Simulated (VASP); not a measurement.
# Si in VASP: further runs

Aim: see how the results for Si move with the level of theory and the settings. Levels: PBEsol, PBE+D3(BJ). Tasks: relaxation of cell and atoms.

All numbers are computed with VASP 6.6.1; they aren't measurements. Logs are shortened: lines on timing, memory, paths and dates and some standing lists are left out, and cuts for length are marked.

## 1. The structure

The cell holds a slab with vacuum, 2 atoms: a = 3.848 Å, b = 3.848 Å, c = 18.444 Å, α = 90.00°, β = 90.00°, γ = 120.00°.

The cell was built by a generator and needn't be a form met in nature.

## 2. Relaxation of cell and atoms, PBEsol

Input file INCAR:

```
SYSTEM = Si
PREC = Accurate
ENCUT = 600
EDIFF = 1E-7
ISMEAR = 0
SIGMA = 0.03
LREAL = .FALSE.
LASPH = .TRUE.
NELM = 80
ALGO = Normal
ISIF = 3
LWAVE = .FALSE.
LCHARG = .FALSE.
GGA = PS
IBRION = 2
NSW = 90
EDIFFG = -0.005
LATTICE_CONSTRAINTS = .TRUE. .TRUE. .FALSE.
```

Input file KPOINTS:

```
regular mesh
0
G
  9 9 1
  0 0 0
```

Input file POSCAR:

```
Si                                      
1.0
    3.8481221437     -0.0000000001      0.0000000000
   -1.9240610771      3.3325715363      0.0000000000
    0.0000000000      0.0000000000     18.4440000000
  Si            
     2
Direct
     0.3333333300000021    0.6666666699999979    0.5122757917451041
     0.6666666699999979    0.3333333300000021    0.4877242082548958
```

Potentials or basis: VASP PAW PBE potentials, release 64 (Si).

Started as:

```bash
$ cat potpaw_PBE.64/Si/POTCAR > POTCAR
$ mpirun -np 1 vasp_std > vasp.out
```

OUTCAR:

```text
SYSTEM = Si
   PREC = Accurate
   ENCUT = 600
   EDIFF = 1E-7
   ISMEAR = 0
   LREAL = .FALSE.
   LASPH = .TRUE.
   NELM = 80
   ISIF = 3
   GGA = PS
   IBRION = 2
   NSW = 90
   EDIFFG = -0.005

 ion  position               nearest neighbor table
   1  0.333  0.667  0.512-   2 2.27   2 2.27   2 2.27
   2  0.667  0.333  0.488-   1 2.27   1 2.27   1 2.27

  LATTYP: Found a hexagonal cell.
 ALAT       =     3.8481221437
 C/A-ratio  =     4.7929871535

  Lattice vectors:

 A1 = (   3.8481221437,  -0.0000000001,   0.0000000000)
 A2 = (  -1.9240610771,   3.3325715363,   0.0000000000)
 A3 = (   0.0000000000,   0.0000000000,  18.4440000000)

Analysis of symmetry for initial positions (statically):
=====================================================================
 Subroutine PRICEL returns:
 Original cell was already a primitive cell.

 Routine SETGRP: Setting up the symmetry group for a
 hexagonal supercell.

 Subroutine GETGRP returns: Found 12 space group operations
 (whereof 12 operations were pure point group operations)
 out of a pool of 24 trial point group operations.

The static configuration has the point symmetry D_3d.

Analysis of symmetry for dynamics (positions and initial velocities):
=====================================================================
 Subroutine PRICEL returns:
 Original cell was already a primitive cell.

 Routine SETGRP: Setting up the symmetry group for a
 hexagonal supercell.

 Subroutine GETGRP returns: Found 12 space group operations
 (whereof 12 operations were pure point group operations)
 out of a pool of 24 trial point group operations.

The dynamic configuration has the point symmetry D_3d.

 Subroutine INISYM returns: Found 12 space group operations
 (whereof 12 operations are pure point group operations),
 and found     1 'primitive' translations

----------------------------------------------------------------------------------------

                                     Primitive cell

  volume of cell :     236.5285

  direct lattice vectors                    reciprocal lattice vectors
     3.848122144 -0.000000000  0.000000000     0.259867011  0.150034289  0.000000000
    -1.924061077  3.332571536  0.000000000     0.000000000  0.300068577  0.000000000
[... 75 lines left out ...]
   NSW    =     90    number of steps for IOM
   IBRION =      2    ionic relax: 0-MD 1-quasi-New 2-CG
   NFREE  =      1    steps in history (QN), initial steepest desc. (CG)
   ISIF   =      3    stress and relaxation
   ISYM   =      2    0-nonsym 1-usesym 2-fastsym
   POTIM  = 0.5000    time-step for ionic-motion
   TEBEG  =    0.0;   TEEND  =   0.0 temperature during run
   PSTRESS=    0.0 pullay stress
   NELECT =       8.0000    total number of electrons
   NUPDOWN=      -1.0000    fix difference up-down
   EMIN   =  10.00;   EMAX   =-10.00  energy-range for DOS
   EFERMI =   0.00;   METHOD = LEGACY
   ISMEAR =     0;   SIGMA  =   0.03  broadening in eV -4-tet -1-fermi 0-gaus
   EFERMI_NEDOS =   21; number of points for ismear=-14 and -15
   IALGO  =     38    algorithm
   IMIX   =      4    mixing-type and parameters
     AMIX     =   0.40;   BMIX     =  1.00
     AMIX_MAG =   1.60;   BMIX_MAG =  1.00
  volume/ion in A,a.u.               =     118.26       798.09
  Fermi-wavevector in a.u.,A,eV,Ry     =   0.529432  1.000482  3.813692  0.280298
  Thomas-Fermi vector in A             =   1.551526
   LORBIT       =      0    0 simple, 1 ext, 2 COOP (PROOUT), +10 PAW based schemes
   GGA     = PS    functional components
   LHFCALC =     F    Hartree Fock is set to
   AEXX    =    0.0000 exact exchange contribution
   IVDW    =     0    specifies the selected vdW correction
   LEPSILON=     F    determine dielectric tensor
   LRPA    =     F    only Hartree local field effects (RPA)
 conjugate gradient relaxation of ions
 non-spin polarized calculation
 Gauss-broadening in eV      SIGMA  =   0.03
  energy-cutoff  :      600.00
  volume of cell :      236.53
 maximum number of plane-waves:      7931
 NGX is ok and might be reduce to    32
   NGX = 15   NGY = 15   NGZ = 73

 number of electron       8.0000000 magnetization

 Free energy of the ion-electron system (eV)
  ---------------------------------------------------
  ext. energy  EPLUGINS =         0.00000000
  ---------------------------------------------------
  free energy    TOTEN  =       -10.04761679 eV

  energy without entropy =      -10.04678095  energy(sigma->0) =      -10.04719887

 E-fermi :  -2.8365     XC(G=0):  -2.3307

 val. band max:       -2.8365028746   @ k =   0.3333   0.3333   0.0000
 cond. band min:      -2.8365025863   @ k =   0.3333   0.3333   0.0000
 fundamental gap:      0.0000002883
 Fermi energy:        -2.8365027305

 k-point     1 :       0.0000    0.0000    0.0000
  band No.  band energies     occupation
      1     -13.9646      2.00000
      2      -6.0484      2.00000
      3      -4.0419      2.00000
      4      -4.0419      2.00000
      5      -0.8220      0.00000
      6      -0.2341      0.00000
      7       0.1459      0.00000
      8       0.1459      0.00000
[... 111 lines left out ...]
 k-point    12 :       0.3333    0.3333    0.0000
  band No.  band energies     occupation
      1     -10.6607      2.00000
      2     -10.6607      2.00000
      3      -7.3652      2.00000
      4      -2.8365      1.00001
      5      -2.8365      0.99999
      6       1.1046      0.00000
      7       2.7946      0.00000
      8       3.3335      0.00000

------------------------ aborting loop because EDIFF is reached ----------------------------------------

  FORCE on cell =-STRESS in cart. coord.  units (eV):
  Direction    XX          YY          ZZ          XY          YZ          ZX
  --------------------------------------------------------------------------------------
  -------------------------------------------------------------------------------------
  Total        0.0087377      0.0087377     -0.0007963     -0.0000000     -0.0000000      0.0000000
  in kB        0.0591870      0.0591870     -0.0053939     -0.0000000     -0.0000000      0.0000000
  external PRESSURE =       0.0376600 kB  Pullay stress =       0.0000000 kB

 VOLUME and BASIS-vectors are now :
 -----------------------------------------------------------------------------
  energy-cutoff  :      600.00
  volume of cell :      236.53
      direct lattice vectors                 reciprocal lattice vectors
     3.848122144 -0.000000000  0.000000000     0.259867011  0.150034289  0.000000000
    -1.924061077  3.332571536  0.000000000     0.000000000  0.300068577  0.000000000
     0.000000000  0.000000000 18.444000000     0.000000000  0.000000000  0.054218174

 POSITION                                       TOTAL-FORCE (eV/Angst)
 -----------------------------------------------------------------------------------
     -0.00000      2.22171      9.44841        -0.000000      0.000000      0.001337
      1.92406      1.11086      8.99559         0.000000      0.000000     -0.001337
 -----------------------------------------------------------------------------------
    total drift:                                0.000000      0.000000      0.000000

  FREE ENERGIE OF THE ION-ELECTRON SYSTEM (eV)
  ---------------------------------------------------
  free  energy   TOTEN  =       -10.0476167865 eV

  energy  without entropy=      -10.0467809500  energy(sigma->0) =      -10.04719887

 reached required accuracy - stopping structural energy minimisation
```

Run time: 59 s. Hardware: 1 thread of AMD EPYC 7R13 (Zen 3), shared host; peak memory 0.34 GiB.

What came out:

```
Free energy            : -10.0476 eV
Band gap on the k mesh : none (metal or under the smearing width)
```

Final structure:
```yaml
crystal:
  lattice:
    - [3.84812, 0.00000, 0.00000]
    - [-1.92406, 3.33257, 0.00000]
    - [0.00000, 0.00000, 18.44400]
  atoms:
    - { symbol: Si, position: [0.33333, 0.66667, 0.51228] }
    - { symbol: Si, position: [0.66667, 0.33333, 0.48772] }
```

Caveat: the relaxation stopped at its first step, so nothing moved; the PAW data sets were made with another functional, which shifts forces and pressure a little.

## 3. Relaxation of cell and atoms, PBE+D3(BJ)

This run uses another cell than the first one, of 113.36 Å³/atom, 0.959 times its volume.

Input file INCAR:

```
ALGO = Normal
EDIFF = 1E-6
EDIFFG = -0.01
ENCUT = 600
GGA = PE
IBRION = 2
ISIF = 3
ISMEAR = 0
IVDW = 12
LASPH = True
LATTICE_CONSTRAINTS = .TRUE. .TRUE. .FALSE.
LCHARG = False
LREAL = False
LWAVE = False
NELM = 80
NSW = 90
PREC = Accurate
SIGMA = 0.03
```

Input file KPOINTS:

```
k-points
0
Gamma
  9 9 1
```

Input file POSCAR:

```
Si
1.0
    3.7674649300      0.0000000000      0.0000000000
   -1.8837324700      3.2627203400      0.0000000000
    0.0000000000      0.0000000000     18.4440000000
Si
2
Direct
    0.3333333300      0.6666666700      0.5120364300
    0.6666666700      0.3333333300      0.4879635700
```

Potentials or basis: VASP PAW PBE potentials, release 64 (Si).

Started as:

```bash
$ cat potpaw_PBE.64/Si/POTCAR > POTCAR
$ mpirun -np 1 vasp_std > vasp.out
```

Run time: 92 s. Hardware: 1 thread of AMD EPYC 9R45 (Zen 5), shared host; peak memory 0.35 GiB.

The run converged. Its results:

```
Free energy                            : -9.9423 eV
Relaxed volume                         : 118.15 Å³/atom
Relaxed cell                           : a = 3.846 Å, b = 3.846 Å, c = 18.444 Å, α = 90.00°, β = 90.00°, γ = 120.00°
Space group after relaxing (to 0.05 Å) : P-3m1 (No. 164)
Energy gained by relaxing              : 22.9 meV/atom
Ionic steps                            : 7
Largest force after relaxing           : 0.006 eV/Å
Band gap on the k mesh                 : none (metal or under the smearing width)
Dispersion energy per atom             : -0.191 eV
```

Forces on the atoms (eV/Å):
```
Si   0.000  0.000 -0.006
Si   0.000  0.000  0.006
```

Step by step:
| step | energy change (eV) | largest force (eV/Å) | pressure (GPa) | volume (Å³) |
| --- | --- | --- | --- | --- |
| 1 | 0.0000 | 0.2353 | 1.01 | 226.72 |
| 2 | 0.0193 | 0.1537 | -0.97 | 250.25 |
| 3 | -0.0456 | 0.0206 | -0.02 | 236.99 |
| 4 | -0.0456 | 0.0242 | 0.00 | 236.78 |
| 5 | -0.0457 | 0.0217 | 0.00 | 236.73 |
| 6 | -0.0458 | 0.0127 | 0.00 | 236.59 |
| 7 | -0.0458 | 0.0058 | 0.01 | 236.31 |

Final structure:
```
Si
1.0
     3.84633    0.00000    0.00000
    -1.92316    3.33102    0.00000
     0.00000    0.00000   18.44400
Si
2
Cartesian
  0.0000 2.2207 9.4589
  1.9232 1.1103 8.9851
```

Levels at points of the mesh, in eV from the Fermi level:
```csv
k point,band 1,band 2,band 3,band 4,band 5,band 6,band 7,band 8
"(0.00, 0.00, 0.00)",-11.10,-3.21,-1.18,-1.18,2.07,2.52,3.05,3.05
```

## 4. Relaxation of cell and atoms, PBE+D3(BJ)

Edit INCAR of step 3 so:

```diff
@@ -1,4 +1,4 @@
 ALGO = Normal
-EDIFF = 1E-6
-EDIFFG = -0.01
+EDIFF = 1E-7
+EDIFFG = -0.005
 ENCUT = 600
```

KPOINTS is that of step 3.

Input file POSCAR:

```
Si                                      
1.0
    3.8463285212     -0.0000000001      0.0000000000
   -1.9231642658      3.3310182137      0.0000000000
    0.0000000000      0.0000000000     18.4440000000
  Si            
     2
Direct
     0.3333333300000021    0.6666666699999979    0.5128443451766044
     0.6666666699999979    0.3333333300000021    0.4871556548233955
```

Started as:

```bash
$ cat potpaw_PBE.64/Si/POTCAR > POTCAR
$ mpirun -np 1 vasp_std > vasp.out
```

Run time: 68 s. Hardware: 1 thread of AMD EPYC 9R45 (Zen 5), shared host; peak memory 0.37 GiB.

It converged, with:

```yaml
Free_energy: -9.9424 eV
Relaxed_volume: 118.23 Å³/atom
Relaxed_cell: a = 3.848 Å, b = 3.848 Å, c = 18.444 Å, α = 90.00°, β = 90.00°, γ = 120.00°
Space_group_after_relaxing_to_0.05_Å: P-3m1 (No. 164)
Energy_gained_by_relaxing: 0.0 meV/atom
Ionic_steps: 6
Band_gap_on_the_k_mesh: none (metal or under the smearing width)
Dispersion_energy_per_atom: -0.191 eV
```

Final structure:
```
Si
1.0
     3.84764    0.00000    0.00000
    -1.92382    3.33215    0.00000
     0.00000    0.00000   18.44400
Si
2
Direct
  0.33333 0.66667 0.51274
  0.66667 0.33333 0.48726
```

Levels at points of the mesh, in eV from the Fermi level:
```
           k point  band 1  band 2  band 3  band 4  band 5  band 6  band 7  band 8
(0.00, 0.00, 0.00)  -11.11   -3.20   -1.19   -1.19    2.05    2.53    3.04    3.04
```
